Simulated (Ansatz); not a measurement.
## MgO2 under changes of volume

One of the cells (9.382 Å³/atom); the others are scaled copies at fixed shape and fractional positions:

```xyz
12
Lattice="4.8286 0.0000 0.0000 0.0000 4.8286 0.0000 0.0000 0.0000 4.8286" Properties=species:S:1:pos:R:3 pbc="T T T"
Mg    0.0000    0.0000    0.0000
Mg    2.4143    0.0000    2.4143
Mg    2.4143    2.4143    0.0000
Mg    0.0000    2.4143    2.4143
O     2.8461    4.3968    0.4318
O     4.3968    0.4318    2.8461
O     0.4318    2.8461    4.3968
O     1.9825    1.9825    1.9825
O     2.8461    2.8461    2.8461
O     4.3968    1.9825    0.4318
O     0.4318    4.3968    1.9825
O     1.9825    0.4318    4.3968
```

The cell is a database's computed one.

```yaml
Program: Ansatz 0.2.0
Functional: LDA
Potentials_or_basis: JTH PAW LDA
Cutoff: 1380 eV
Density_cutoff: 6900 eV
k_mesh: 6 × 6 × 6
Occupations: fermi-dirac, width 0.05 eV
Spin: no spin polarisation
```

```csv
volume (Å³/atom),energy over the lowest point (meV/atom),pressure (GPa),gap on the mesh (eV),largest force (eV/Å)
8.819,?,?,?,?
9.007,0.00,1.2,4.01,0.335
9.194,0.62,-2.2,3.89,0.468
9.382,4.96,-5.2,3.77,0.592
9.569,12.62,-7.9,3.66,0.709
9.757,23.29,-10.3,3.55,0.817
9.945,36.65,-12.5,3.45,0.919
```

Q: What does the run at 8.819 Å³/atom give?

A: Energy over the lowest point 3.51 meV/atom; pressure 4.9 GPa; gap on the mesh 4.14 eV; largest force 0.192 eV/Å.

Worked out: A Birch-Murnaghan fit of order 3 (a polynomial in V^(-2/3)) to the other rows has its minimum at 9.07 Å³/atom with B0 = V·E''(V) = 165 GPa and B' = 4.4 at fixed shape and positions, which overstates the stiffness. It gives 3.55 meV/atom at 8.819 Å³/atom, against the run's 3.51, and -dE/dV = 4.9 GPa, against 4.9. A straight line through the other rows of the gap, of slope -5.67 eV per unit of ln V, extrapolates to 4.13 eV, against the run's 4.14.

Energies are extrapolated to zero smearing.

A mesh can miss the band edges.
